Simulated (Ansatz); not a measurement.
**How settings move the results for Sn**

```
Sn
1.0
     0.00000    3.24560    3.24560
     3.24560    0.00000    3.24560
     3.24560    3.24560    0.00000
Sn
2
Direct
  0.50000 0.50000 0.50000
  0.75000 0.75000 0.75000
```

Atom numbers follow the list: Sn1, Sn2.

The cell is COD entry 9008568, as deposited and not checked against the literature; nothing was relaxed.

No spin–orbit coupling, which matters for the heavy atoms here.

Method: Ansatz 0.2.0, DFT, PBE, all-electron LAPW, scalar-relativistic.

Numerical set-up: a Γ-centred 9×9×9 k mesh, Fermi–Dirac smearing of 0.03 eV, basis error target 0.25 meV/atom, no spin polarisation. One setting is then changed at a time.

```tsv
LAPW cutoff (eV)	free energy less the base's (meV/atom)	P (GPa)
294 (base)	0.0	3.19
120	75.0	3.83
150	20.0	3.35
180	?	3.24
220	?	3.20
```

Task: Fill in "free energy less the base's (meV/atom)" for the row "220".

Result: 1.1.

Task: Fill in "free energy less the base's (meV/atom)" for the row "180".

Result: 5.7.
